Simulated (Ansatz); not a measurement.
Crystal: ZrH2.

```
Zr H
1.0
     0.00000    2.40923    2.40923
     2.40923    0.00000    2.40923
     2.40923    2.40923    0.00000
Zr H
1 2
Cartesian
  0.0000 0.0000 0.0000
  1.2046 1.2046 1.2046
  3.6138 3.6138 3.6138
```

The cell is a database's computed one.

Base run:

| Property | Result |
| --- | --- |
| Program | Ansatz 0.2.0 |
| Functional | PBEsol |
| Potentials or basis | Ansatz PAW |
| Cutoff | 420 eV (not typed: the program's choice for these potentials) |
| k mesh | 10 × 10 × 10 |
| Occupations | fermi-dirac, width 0.05 eV |
| Spin | no spin polarisation |
| Hubbard terms | Zr d U = 1 eV |

Its results: band gap on the k mesh none (metal or under the smearing width); pressure -3.9 GPa.

Task: After a change of settings the same cell gave: band gap on the k mesh none (metal or under the smearing width); pressure -2.2 GPa. Which change was it?
A. hubbard terms from Zr d U = 1 eV to Zr d U = 2 eV
B. hubbard terms from Zr d U = 1 eV to none; hubbard projectors from ortho-atomic (the default) to none
C. hubbard terms from Zr d U = 1 eV to Zr d U = 3 eV

Result: C.

Caveats: U without spin polarisation on a metal has little footing; the PAW data sets come from PBE, with cores solved anew for the run's functional, which leaves a small shift of forces and pressure; the U is typed as a test and isn't derived for this compound.
